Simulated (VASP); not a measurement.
Os: band structure with BLYP

The system is Os.

```
CELL_PARAMETERS angstrom
2.73410 0.00000 0.00000
-1.36705 2.36780 0.00000
0.00000 0.00000 4.31970
ATOMIC_POSITIONS crystal
Os 0.66667 0.33333 0.75000
Os 0.33333 0.66667 0.25000
```

```yaml
Program: VASP 6.6.1
Task: band structure
Functional: BLYP
Potentials_or_basis: VASP PAW PBE potentials, release 64 (Os)
Cutoff: 520 eV
k_mesh: 11 × 11 × 6
Occupations: fermi-dirac, width 0.05 eV
Spin: no spin polarisation
Further_INCAR_settings: ALGO = Normal; EDIFF = 1e-07; NBANDS = 15
```

The band gap along the path is none (metal or under the smearing width).

Levels at the corners of the path, in eV from the Fermi level:
```
point  band 6  band 7  band 8  band 9  band 10  band 11
    Γ   -2.19   -2.19   -1.54   -1.54     0.40     1.73
    M   -2.48   -1.82    2.07    2.63     2.75     4.54
    M   -2.48   -1.82    2.07    2.63     2.75     4.54
    K   -3.36   -1.27    1.52    1.52     2.10     5.53
    K   -3.36   -1.27    1.52    1.52     2.10     5.53
    Γ   -2.19   -2.19   -1.54   -1.54     0.40     1.73
    Γ   -2.19   -2.19   -1.54   -1.54     0.40     1.73
    A   -3.22   -3.22   -3.22    0.92     0.92     0.92
    A   -3.22   -3.22   -3.22    0.92     0.92     0.92
    L   -1.17    0.08    0.08    2.41     2.41     3.45
    L   -1.17    0.08    0.08    2.41     2.41     3.45
    H   -3.28   -1.32   -1.32    1.68     1.68     8.58
    H   -3.28   -1.32   -1.32    1.68     1.68     8.58
    A   -3.22   -3.22   -3.22    0.92     0.92     0.92
    L   -1.17    0.08    0.08    2.41     2.41     3.45
    M   -2.48   -1.82    2.07    2.63     2.75     4.54
    K   -3.36   -1.27    1.52    1.52     2.10     5.53
    H   -3.28   -1.32   -1.32    1.68     1.68     8.58
```

It took 57 s on 1 thread of Intel(R) Xeon(R) Platinum 8559C (Emerald Rapids), with other jobs on the host, peak memory 0.16 GiB.

Caveat: the log is that of the step along the path at fixed density, whose energy, stress, charges and moments have no meaning; spin-orbit coupling is left out, which moves the levels of the heavy elements.
